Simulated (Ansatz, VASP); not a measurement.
**Sb: VASP beside Ansatz**

INCAR

```
PREC = Accurate ; ENCUT = 520
EDIFF = 1E-7 ; ISMEAR = -1
SIGMA = 0.05 ; LREAL = F
LASPH = T ; NELM = 100
ALGO = Normal ; ISIF = 2
LWAVE = F ; LCHARG = T
GGA = B5 ; ALDAX = 1.0
AGGAX = 1.0 ; AGGAC = 1.0
ALDAC = 0.0 ; LELF = T
LVHAR = T ; NBANDS = 12
```

KPOINTS

```
regular mesh
0
Gamma
  4 4 4
```

File POSCAR:

```
Sb
1.0
    2.1542000000      1.2437279499      3.7580000000
   -2.1542000000      1.2437279499      3.7580000000
    0.0000000000     -2.4874558998      3.7580000000
Sb
2
Direct
    0.7665100000      0.7665100000      0.7665100000
    0.2334900000      0.2334900000      0.2334900000
```

input.yaml

```yaml
crystal:
  lattice:
    - [2.1542, 1.2437279499, 3.758]
    - [-2.1542, 1.2437279499, 3.758]
    - [0.0, -2.4874558998, 3.758]
  atoms:
    - { symbol: Sb, position: [0.76651, 0.76651, 0.76651] }
    - { symbol: Sb, position: [0.23349, 0.23349, 0.23349] }
hamiltonian:
  xc: blyp
  pseudopotentials: { kind: paw }
kpoints:
  mp_grid: { grid: [4, 4, 4] }
  band_path:
    path:
      - [[0.0, 0.0, 0.0], [0.5, 0.0, 0.0], [0.5, 0.2396873643, -0.2396873643]]
      - [[0.7603126357, 0.5, 0.2396873643], [0.5, 0.5, 0.5], [0.0, 0.0, 0.0], [0.3698436821, 0.0, -0.3698436821]]
      - [[0.6301563179, 0.3698436821, 0.0], [0.5, 0.5, 0.0], [0.6301563179, 0.6301563179, 0.2396873643], [0.5, 0.5, 0.5]]
      - [[0.5, 0.0, 0.0], [0.7603126357, 0.3698436821, 0.3698436821]]
    npoints: 14
scf:
  occupations: { method: fermi_dirac, width: 0.05 }
  n_extra_bands: 6
output:
  forces: true
  stress: true
  eigenvalues: true
  fatbands: false
```

Alike in both runs: functional BLYP; k mesh 4 × 4 × 4; occupations fermi-dirac, width 0.05 eV; no spin polarisation.

|  | VASP | Ansatz |
| --- | --- | --- |
| version | VASP 6.6.1 | Ansatz 0.2.0 |
| potentials or method | VASP PAW PBE potentials, release 64 (Sb) | Ansatz PAW |
| plane-wave cutoff (eV) | 520 | 420 |
| valence electrons in the cell | 10 | 30 |
| task | single point | band structure |

```csv
,VASP,Ansatz,Ansatz less VASP
gap on the k mesh at the Fermi level (eV),0.18,0.20,+0.014
least direct gap on the mesh (eV),0.18,0.20,+0.014
pressure (GPa),7.2,6.8,-0.38
largest component of the traceless stress (GPa),0.84,0.77,-0.071
rms of the force components (eV/Å),0.010,0.048,+0.0383
```

Atom by atom the forces differ by 0.038 eV/Å (rms over components). With one functional, cell and mesh, what is left measures potentials, basis and numerics. The two sets of potentials don't hold the same shells in valence.

Caveats: the k mesh is coarse (spacing up to 0.44 Å⁻¹), so the values aren't converged; spin-orbit coupling is left out, which moves the levels of the heavy elements; the PAW data sets were made with another functional, which shifts forces and pressure a little (VASP); the PAW data sets come from PBE, with cores solved anew for the run's functional, which leaves a small shift of forces and pressure (Ansatz).
